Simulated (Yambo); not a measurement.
Input of a Yambo 5.3.0 run:

g0w05.in

```
gw0
dyson
el_el_corr
rim_cut
HF_and_locXC
ppa
em1d
RandQpts= 1000000
RandGvec= 50 RL
EXXRLvcs= 78 Ry
VXCRLvcs= 78 Ry
Chimod= "HARTREE"
% BndsRnXp
 1 | 214 |
%
NGsBlkXp= 6 Ry
% LongDrXp
 1 | 1 | 1 |
%
PPAPntXp= 27.21138 eV
% GbndRnge
 1 | 214 |
%
GDamping= 0.3 eV
GTermKind= "BG"
DysSolver= "n"
ExtendOut
% QPkrange
 1 | 1 | 12 | 17 |
 16 | 16 | 12 | 17 |
 30 | 30 | 12 | 17 |
%
```

File scf.in:

```
&CONTROL
  calculation = 'scf'
  prefix = 'pwscf'
  outdir = './tmp'
  pseudo_dir = './pseudo'
/
&SYSTEM
  ibrav = 0
  nat = 2
  ntyp = 1
  ecutwfc = 78
  nbnd = 21
  occupations = 'smearing'
  smearing = 'fd'
  degauss = 0.00367493
  force_symmorphic = .true.
/
&ELECTRONS
  conv_thr = 4d-10
  electron_maxstep = 120
  mixing_beta = 0.5
/
ATOMIC_SPECIES
Ge    72.6300 Ge.upf
CELL_PARAMETERS angstrom
  -2.5744897190    2.5744897190    1.3974126432
   2.5744897190   -2.5744897190    1.3974126432
   2.5744897190    2.5744897190   -1.3974126432
ATOMIC_POSITIONS crystal
Ge     0.5000000000    0.5000000000    0.0000000000
Ge     0.2500000000    0.7500000000    0.5000000000
K_POINTS automatic
12 12 12 0 0 0
```

Contents of nscf.in:

```
&CONTROL
  calculation = 'nscf'
  prefix = 'pwscf'
  outdir = './tmp'
  pseudo_dir = './pseudo'
/
&SYSTEM
  ibrav = 0
  nat = 2
  ntyp = 1
  ecutwfc = 78
  nbnd = 214
  occupations = 'smearing'
  smearing = 'fd'
  degauss = 0.00367493
  force_symmorphic = .true.
/
&ELECTRONS
  conv_thr = 1d-08
  diago_full_acc = .true.
  diago_thr_init = 1d-06
/
ATOMIC_SPECIES
Ge    72.6300 Ge.upf
CELL_PARAMETERS angstrom
  -2.5744897190    2.5744897190    1.3974126432
   2.5744897190   -2.5744897190    1.3974126432
   2.5744897190    2.5744897190   -1.3974126432
ATOMIC_POSITIONS crystal
Ge     0.5000000000    0.5000000000    0.0000000000
Ge     0.2500000000    0.7500000000    0.5000000000
K_POINTS automatic
6 6 6 0 0 0
```

Potentials or basis: PseudoDojo 0.4.1 SR PBEsol standard.

The run is started by

```sh
$ OMP_NUM_THREADS=1 pw.x -in scf.in > scf.out
$ OMP_NUM_THREADS=1 pw.x -in nscf.in > nscf.out
$ cd tmp/pwscf.save; p2y; mv SAVE ../..; cd ../..
$ OMP_NUM_THREADS=1 yambo
$ mkdir -p g0w05; ln -s $PWD/g0w00/ndb.pp* g0w05/
$ mkdir -p g0w05; ln -s $PWD/g0w00/ndb.RIM g0w05/
$ OMP_NUM_THREADS=1 yambo -F g0w05.in -J g0w05 -C g0w05_out
```

Q: Estimate the band gap on the k mesh, mean-field level.

A: None (metal or under the smearing width).

Quasiparticle terms (eV):
```
                 k point  band  Kohn-Sham level     Vxc      Σx     Σc     Z  result
   (0.000, 0.000, 0.000)    12            -4.24  -14.14  -16.43   1.60  0.76   -4.77
   (0.000, 0.000, 0.000)    13            -2.50  -11.38  -14.01   1.46  0.77   -3.40
   (0.000, 0.000, 0.000)    14            -2.50  -11.38  -14.01   1.46  0.77   -3.40
   (0.000, 0.000, 0.000)    15             3.07   -9.45   -5.33  -4.59  0.79    2.70
   (0.000, 0.000, 0.000)    16             7.43  -12.55   -7.64  -5.96  0.74    6.66
   (0.000, 0.000, 0.000)    17             7.43  -12.55   -7.64  -5.96  0.74    6.66
  (0.167, 0.167, -0.167)    12            -2.51  -14.62  -15.47   0.13  0.77   -3.07
  (0.167, 0.167, -0.167)    13            -1.01  -11.83  -13.39   0.45  0.78   -1.87
  (0.167, 0.167, -0.167)    14            -1.01  -11.83  -13.39   0.45  0.78   -1.87
  (0.167, 0.167, -0.167)    15            -0.12  -12.19  -12.18  -0.93  0.78   -0.84
  (0.167, 0.167, -0.167)    16            -0.01  -11.85  -11.88  -0.92  0.78   -0.75
  (0.167, 0.167, -0.167)    17             3.90  -10.50   -6.42  -4.76  0.78    3.37
(-0.500, -0.500, -0.500)    12            -9.05  -12.95  -18.32   4.69  0.70   -9.52
(-0.500, -0.500, -0.500)    13            -6.09  -10.42  -14.91   3.35  0.74   -6.93
(-0.500, -0.500, -0.500)    14            -6.09  -10.42  -14.91   3.35  0.74   -6.93
(-0.500, -0.500, -0.500)    15             5.99  -11.96   -7.13  -5.69  0.75    5.35
(-0.500, -0.500, -0.500)    16             5.99  -11.97   -7.13  -5.69  0.75    5.35
(-0.500, -0.500, -0.500)    17            10.84  -13.74   -8.07  -6.92  0.72    9.94
```

Caveat: the k mesh is coarse (spacing up to 0.43 Å⁻¹), so the values aren't converged; the potentials hold a filled d shell without the s and p states of that shell, which can shift GW gaps by tenths of an eV, either way; the plasmon-pole model is rough for a metal; the ground state has no gap, which makes the many-body step unreliable; this version prints the column dSc/dw multiplied by 27.2; the terminator is approximate in this version, by hundredths of an eV.
